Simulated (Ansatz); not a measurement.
CuO:

```xyz
4
Lattice="2.3446 -1.7134 0.0000 2.3446 1.7134 0.0000 -0.8605 0.0000 5.0594" Properties=species:S:1:pos:R:3 pbc="T T T"
Cu    1.1723    0.8457    0.0000
Cu    0.7420   -0.8457    2.5297
O     2.0724   -0.2841    1.2836
O     1.6421    0.2841    3.8133
```

Base run:

- Program: Ansatz 0.2.0
- Functional: BLYP
- Potentials or basis: Ansatz PAW
- Cutoff: 420 eV
- Density cutoff: 1680 eV
- k mesh: 10 × 10 × 5
- Occupations: fermi-dirac, width 0.05 eV
- Spin: no spin polarisation

Its results: band gap on the k mesh none (metal or under the smearing width); pressure 12.4 GPa; largest force 0.779 eV/Å.

After a change of settings the same cell gave: band gap on the k mesh none (metal or under the smearing width); pressure -2.7 GPa; largest force 0.757 eV/Å. Which change was it?
A. functional from BLYP to r2SCAN; cutoff from 420 eV to 500 eV; density cutoff from 1680 eV to 2000 eV; k mesh from 10 × 10 × 5 to 6 × 6 × 3
B. functional from BLYP to LDA; k mesh from 10 × 10 × 5 to 6 × 6 × 3
C. functional from BLYP to PBEsol
D. functional from BLYP to r2SCAN; cutoff from 420 eV to 500 eV; density cutoff from 1680 eV to 2000 eV

C.

PBEsol binds more tightly than BLYP, so the same cell stands under less pressure.

Caveats: the run has no spin polarisation, though such a crystal can be magnetic; semilocal functionals often make such compounds metallic where correlation or magnetic order opens a gap, which also shifts bond lengths; the PAW data sets come from PBE, with cores solved anew for the run's functional, which leaves a small shift of forces and pressure; the potentials were made for another functional, which shifts forces and pressure (some runs).

Not every run made on this cell is shown here.
